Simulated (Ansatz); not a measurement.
Relaxed bulk ZrN:

```
Zr N
1.0
     0.00000    2.27609    2.27609
     2.27609    0.00000    2.27609
     2.27609    2.27609    0.00000
Zr N
1 1
Direct
  0.00000 0.00000 0.00000
  0.50000 0.50000 0.50000
```

Miller indices refer to the conventional cell of Fm-3m (No. 225), a = 4.552 Å, b = 4.552 Å, c = 4.552 Å, α = 90.00°, β = 90.00°, γ = 90.00°.

The (110) slab of 7 planes, 9.7 Å thick with 15 Å of vacuum as cut; outer planes ZrN (top) and ZrN (bottom).

Level of theory: DFT PBEsol, scalar-relativistic, plane waves, PAW in Ansatz. Plane waves to 420 eV, a k mesh through Γ of 11×8×1 on the computed 14-atom cell and Gaussian smearing (0.10 eV); no spin polarisation. The cell repeats along c with a dipole correction in the vacuum.

With the atoms at the bulk's places:

| Item | Value |
| --- | --- |
| Surface energy (mean of both faces) | 3.14 J/m² |
| Work function | 3.00 eV |

Question: What changes when all atoms relax within this surface cell and its symmetry?

Answer: The energy falls by 0.253 J/m² a face, and the largest move is 0.14 Å.

For the relaxed slab, the surface energy (mean of both faces) is 2.89 J/m². The work function is 2.83 eV.

```csv
plane (bottom to top),atoms,"spacing to next, bulk (Å)",relaxed (Å),change (%),rumpling (Å)
1,ZrN,1.609,1.442,-10.4,0.054
2,ZrN,1.609,1.663,+3.3,0.027
3,ZrN,1.609,1.609,-0.1,0.047
4,ZrN,1.609,1.609,-0.1,0.000
5,ZrN,1.609,1.663,+3.3,0.047
6,ZrN,1.609,1.442,-10.4,0.027
7,ZrN,,,,0.054
```

Spin polarisation was left out, and a magnetic state may lie lower. In some of the runs charge leaks into the vacuum, so their work functions can be off.